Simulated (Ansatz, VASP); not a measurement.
One calculation of MoS2, two programs

```
Mo S
1.0
     3.16100    0.00000    0.00000
    -1.58050    2.73751    0.00000
     0.00000    0.00000   12.29500
Mo S
2 4
Direct
  0.33333 0.66667 0.25000
  0.66667 0.33333 0.75000
  0.33333 0.66667 0.62750
  0.66667 0.33333 0.12750
  0.33333 0.66667 0.87250
  0.66667 0.33333 0.37250
```

Alike in both runs: task single point; functional PBEsol; k mesh 7 × 7 × 2; occupations gaussian, width 0.05 eV; collinear spin.

|  | VASP | Ansatz |
| --- | --- | --- |
| version | VASP 6.6.1 | Ansatz 0.2.0 |
| potentials or method | VASP PAW PBE potentials, release 64 (Mo_sv, S) | scalar-relativistic, plane waves, PAW |
| plane-wave cutoff (eV) | 520 | 420 |
| valence electrons in the cell | 52 | 52 |

|  | VASP | Ansatz | Ansatz less VASP |
| --- | --- | --- | --- |
| gap on the k mesh at the Fermi level (eV) | 0.98 | 0.96 | -0.018 |
| least direct gap on the mesh (eV) | 1.99 | 1.97 | -0.016 |
| pressure (GPa) | 3.8 | 3.9 | +0.03 |
| largest component of the traceless stress (GPa) | 4.85 | 4.88 | +0.023 |
| rms of the force components (eV/Å) | 0.440 | 0.441 | +0.0008 |
| net moment per atom (μB) | 0.00 | 0.00 | 0.000 |

Atom by atom the forces differ by 0.001 eV/Å (rms over components). With one functional, cell and mesh, what is left measures potentials, basis and numerics. Ansatz warned: «seeded_moment_not_kept».

Caveats: the PAW data sets were made with another functional, which shifts forces and pressure a little (VASP); an odd mesh through Γ misses points on the zone boundary, where band edges often lie; this functional lacks dispersion, which binds the layers, so the pressure and a relaxed spacing across them are unreliable. Expect the measured gap to be larger: semilocal functionals such as PBEsol lack the derivative discontinuity.
